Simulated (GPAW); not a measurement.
# WS2 (R3m) in GPAW: single point with LDA

Aim: the single point of WS2 with LDA.

All numbers are computed with GPAW 26.7.0; they aren't measurements. Logs are shortened: lines on timing, memory, paths and dates and some standing lists are left out, and cuts for length are marked. The log counts tension as positive stress, the text compression.

## Step 1: The crystal as given

Symmetry: R3m, No. 160, trigonal system. The conventional cell has a = 3.158 Å, b = 3.158 Å, c = 18.490 Å, α = 90.00°, β = 90.00°, γ = 120.00°. W (site symmetry 3m) has 6 S at 2.39 to 2.42 Å as nearest neighbours. S (site symmetry 3m) has 3 W at 2.42 Å as nearest neighbours. S (site symmetry 3m) has 3 W at 2.39 Å as nearest neighbours.

Measurements of this composition are mostly on another form, of space group No. 194.

## Step 2: Single point, LDA

The input, run.py:

```python
from ase import Atoms
from ase.dft.bandgap import bandgap
from ase.io import write
from ase.units import GPa
from gpaw import GPAW, PW

atoms = Atoms(['W', 'S', 'S'],
              cell=[[1.579, 0.9116360751, 6.1633333333],
                    [-1.579, 0.9116360751, 6.1633333333],
                    [0.0, -1.8232721501, 6.1633333333]],
              scaled_positions=[[0.0, 0.0, 0.0],
                                [0.581, 0.581, 0.581],
                                [0.7503, 0.7503, 0.7503]],
              pbc=True)

calc = GPAW(mode=PW(450),
            xc='LDA',
            kpts={'size': (8, 8, 8), 'gamma': True},
            occupations={'name': 'fermi-dirac', 'width': 0.05},
            nbands=25,
            maxiter=120,
            txt='gpaw.txt')
atoms.calc = calc
energy = atoms.get_potential_energy()
forces = atoms.get_forces()
stress = atoms.get_stress()
calc.write('gs.gpw')
write('result.traj', atoms)
print(f'Energy: {energy:.6f} eV')
print('Forces (eV/A):')
print(forces.round(4))
print('Stress (GPa):', (stress / GPa).round(3))
print('Fermi level:', round(calc.get_fermi_level(), 4), 'eV')
print(f'Gap: {bandgap(calc)[0]:.4f} eV, direct: {bandgap(calc, direct=True)[0]:.4f} eV')
```

Potentials or basis: the program's PAW data sets (release 1.2.1) made for this functional, pw.

The run is started by

```sh
$ OMP_NUM_THREADS=1 python run.py
```

gpaw.txt:

```text
__  _  _
 | _ |_)|_||  |
 |__||  | ||/\| - 26.7.0

Input parameters:
  mode=PW(ecut=450.00000000000006),
  kpts=MonkhorstPack(size=(8, 8, 8), gamma=True),
  maxiter=120,
  nbands=25,
  occupations=Occupations(name='fermi-dirac', width=0.05),
  xc=XC(name='LDA')

Diagonalizing LCAO Hamiltonian
Converting LCAO to pw mode

       S

       S

       W

Atoms  # Å, Bohr magnetons
|   | symbol |        x |        y |         z |    initial magnetic moments |
|---|--------|----------|----------|-----------|-----------------------------|
| 0 |      W | 0.000000 | 0.000000 |  0.000000 | ( 0.0000,  0.0000,  0.0000) |
| 1 |      S | 0.000000 | 0.000000 | 10.742690 | ( 0.0000,  0.0000,  0.0000) |
| 2 |      S | 0.000000 | 0.000000 | 13.873047 | ( 0.0000,  0.0000,  0.0000) |

Unit cell  # Å
| periodic |         x |         y |        z |  lengths |    angles |
|----------|-----------|-----------|----------|----------|-----------|
|      yes |  1.579000 |  0.911636 | 6.163333 | 6.427363 | 28.442674 |
|      yes | -1.579000 |  0.911636 | 6.163333 | 6.427363 | 28.442674 |
|      yes |  0.000000 | -1.823272 | 6.163333 | 6.427363 | 28.442674 |

Number of symmetries: 6
Symmetry operations  # r_c * U_cc + t_c -> r_c
|   | kind |            matrix            |
|---|------|------------------------------|
| 0 |  E   |  1, 0, 0,  0, 1, 0,  0, 0, 1 |
| 1 |  σ   |  1, 0, 0,  0, 0, 1,  0, 1, 0 |
| 2 |  σ   |  0, 1, 0,  1, 0, 0,  0, 0, 1 |
| 3 |  C3  |  0, 1, 0,  0, 0, 1,  1, 0, 0 |
| 4 |  C3  |  0, 0, 1,  1, 0, 0,  0, 1, 0 |
| 5 |  σ   |  0, 0, 1,  0, 1, 0,  1, 0, 0 |

BZ-sampling:
  Number of BZ points: 512
  Number of IBZ points: 65

  Monkhorst-Pack size: [8, 8, 8]
  Monkhorst-Pack shift: [0.0625, 0.0625, 0.0625]

K-points  # in reciprocal-cell coordinates
|     |                                coordinates |     weight |
|-----|--------------------------------------------|------------|
|   0 | (  0.00000000,   0.00000000,   0.00000000) | 0.00195312 |
|   1 | (  0.12500000,   0.00000000,  -0.12500000) | 0.01171875 |
|   2 | (  0.12500000,   0.00000000,   0.00000000) | 0.01171875 |
|   3 | (  0.12500000,   0.12500000,  -0.12500000) | 0.01171875 |
|   4 | (  0.12500000,   0.12500000,   0.00000000) | 0.01171875 |
|   5 | (  0.12500000,   0.12500000,   0.12500000) | 0.00390625 |
|   6 | (  0.25000000,  -0.12500000,  -0.12500000) | 0.01171875 |
|   7 | (  0.25000000,   0.00000000,  -0.25000000) | 0.01171875 |
|   8 | (  0.25000000,   0.00000000,  -0.12500000) | 0.02343750 |
|   9 | (  0.25000000,   0.00000000,   0.00000000) | 0.01171875 |
| ... |                                            |            |
|  64 | (  0.50000000,   0.50000000,   0.50000000) | 0.00195312 |

Plane wave coefficients: 1182
Cutoff: 450.00000000000006 eV

Spin-components: 1 (collinear spins)
Bands:           25
Projectors:      16
Spin-degeneracy: 2
Datatype:        complex128

Parallelization:
  kpt:    1
  domain: 1
  band:   1

Density:
  Valence electrons: 26.0
  Components: 1
  Grid points: [32 32 32]
  Charge: 0.0  # |e|

Potential:
  Grid points: [32 32 32]

species:
  W:
    name:    Tungsten
    Z:       74.0
    valence: 14
    core:    60
    charge:  0.0  # [|e|]
    compensation charges:
      type: gauss
      rc: 0.40  # [Å]
      lmax: 2
    cutoffs:
      filter: 2.36  # [Å]
      core: 3.02  # [Å]
    projectors
    | kind |    occ | energy [eV] | rcut [Å] |
    |------|--------|-------------|----------|
    |   5s |  2.000 |     -79.053 |    1.344 |
    |   6s |  2.000 |      -5.886 |    1.344 |
    |   5p |  6.000 |     -43.417 |    1.355 |
    |   6p |  0.000 |      -1.469 |    1.355 |
    |   5d |  4.000 |      -4.693 |    1.228 |
    |    d |        |      22.518 |    1.228 |

    Using partial waves for W as LCAO basis

  S:
    name:    Sulfur
    Z:       16.0
    valence: 6
    core:    10
    charge:  0.0  # [|e|]
    compensation charges:
      type: gauss
      rc: 0.24  # [Å]
      lmax: 2
    cutoffs:
      filter: 1.77  # [Å]
      core: 1.66  # [Å]
    projectors
    | kind |    occ | energy [eV] | rcut [Å] |
    |------|--------|-------------|----------|
    |   3s |  2.000 |     -17.278 |    0.974 |
    |   3p |  4.000 |      -7.106 |    0.979 |
    |    s |        |       9.933 |    0.974 |
    |    p |        |      20.105 |    0.979 |
    |    d |        |       0.000 |    0.900 |

    Using partial waves for S as LCAO basis

Reference energy: -460165.274101  # eV

eigensolver:
  PPCG
  Converge bands: occupied
  niter=2

density mixing:
  MSR1-Mixer
  Pratt-step length: 0.05
  Maximum mixing coefficient: 0.75
  Old densities: 10
  SVD Regularization: 0.005
  Good broyden scale: 1.0
  Trust region scale: 1.0
  Backstep threshold: 4.0
  History deletion threshold: 6.0
  Fourier metric: weight=20.0, sigma=0.015

occupation numbers:
  Fermi-Dirac:
    width: 0.0500  # eV

poisson solver:
  ecut: 3600.0000000000005  # eV

xc functional:
  name: None

convergence criteria:
- Maximum [total energy] change in last 3 cyles: 0.0005 eV / valence electron
- Maximum integral of absolute [dens]ity change: 0.0001 electrons / valence electron
- Maximum integral of absolute [eigenst]ate change: 4e-08 eV^2 / valence electron
maximum number of iterations: 120

SCF iterations
|iter     | |      energy | eigst |  dens |
|---------|-|-------------|-------|-------|
|iter:   1| |  -25.301103 | +0.18 |       |
|iter:   2| |  -25.247427 | -1.88 | -1.19 |
|iter:   3| |  -24.972224 | -1.76 | -1.23 |
|iter:   4| |  -25.002191 | -2.43 | -1.64 |
|iter:   5| |  -24.924618 | -3.02 | -1.63 |
|iter:   6| |  -24.924329 | -3.99 | -2.13 |
|iter:   7| |  -24.924333c| -5.31 | -3.00 |
|iter:   8| |  -24.924310c| -5.94 | -3.39 |
|iter:   9| |  -24.924305c| -6.93 | -3.72 |
|iter:  10| |  -24.924305c| -7.52c| -4.55c|

Converged in 10 steps
Energy contributions relative to reference atoms: (reference = -460165.274101)

Energy contributions:
  Kinetic:          15.173318
  Coulomb:         -16.844316
  Zero:              0.000317
  External:          0.000000
  Xc:              -23.253623
  Entropy:          -0.000000
  Spinorbit:         0.000000
  ----------------------------
  Free energy:     -24.924305
  Extrapolated:    -24.924305

dipole moment: (0.000000, -0.000000, -51.750231)  # |e|*Ang

Fermi level: 9.070
Eigenvalues  # (at kpt = [0.000, 0.000, 0.000])
| band index |      eig [eV] | occ [0-2] |
|------------|---------------|-----------|
|          0 |       -65.824 |     2.000 |
|        ... |               |           |
|          5 |        -5.012 |     2.000 |
|          6 |         0.925 |     2.000 |
|          7 |         5.040 |     2.000 |
|          8 |         5.040 |     2.000 |
|          9 |         6.294 |     2.000 |
|         10 |         6.294 |     2.000 |
[... 8 lines left out ...]
|         19 |        16.911 |     0.000 |
|         20 |        18.474 |     0.000 |
|        ... |               |           |
|         24 |        21.233 |     0.000 |

Gap: 1.089 eV
Transition (v -> c):
  (s=0, k=64, n=12, [0.50, 0.50, 0.50]) -> (s=0, k=8, n=13, [0.25, 0.00, -0.12])
Direct/indirect transitions are different
Direct gap: 2.276 eV
Transition at: (s=0, k=64, n=12, [0.50, 0.50, 0.50])

Forces  # eV/Ang
|        x |        y |        z |
|----------|----------|----------|
|  0.00000 | -0.00000 | -0.57986 |  # W    0
|  0.00000 |  0.00000 |  0.61356 |  # S    1
| -0.00000 | -0.00000 | -0.03389 |  # S    2

Stress tensor  # eV/Ang^3
|         x |         y |         z |
|-----------|-----------|-----------|
|  0.027533 |  0.000000 | -0.000000 |
|  0.000000 |  0.027533 | -0.000000 |
| -0.000000 | -0.000000 |  0.025224 |

# Writing to gs.gpw (mode='')
```

stdout:

```text
<dir> UserWarning: The angles between your unit-cell vectors are 28.4, 28.4 and 28.4 degrees.  Results may be wrong!  Please Niggli-reduce your unit-cell so that the angles are closer to 90 degrees:

  from ase.build import niggli_reduce
  niggli_reduce(atoms)

  warnings.warn(
Energy: -24.924305 eV
Forces (eV/A):
[[ 0.     -0.     -0.5799]
 [ 0.      0.      0.6136]
 [-0.     -0.     -0.0339]]
Stress (GPa): [ 4.411  4.411  4.041 -0.    -0.     0.   ]
Fermi level: 9.0696 eV
Gap: 1.0890 eV, direct: 2.2762 eV
```

Run time: 64 s. Hardware: 1 thread of Arm Neoverse V2, shared host; peak memory 0.22 GiB.

Results:

```yaml
Free_energy: -24.9243 eV
Pressure: -4.3 GPa
Largest_force: 0.614 eV/Å
Band_gap_on_the_k_mesh: 1.09 eV, indirect (least direct gap 2.28 eV)
```

Forces on the atoms (eV/Å):
```
W    0.000  0.000 -0.580
S    0.000  0.000  0.614
S    0.000  0.000 -0.034
```

Stress tensor (GPa, compression positive):
```
-4.41  0.00  0.00
 0.00 -4.41  0.00
 0.00  0.00 -4.04
```

Caveat: the cutoff is short for stress and forces, so pressures can be off by a GPa or more; spin-orbit coupling is left out, which moves the levels of the heavy elements; the program warned that so skewed a cell can give wrong results. Expect the measured gap to be larger: semilocal functionals such as LDA lack the derivative discontinuity.
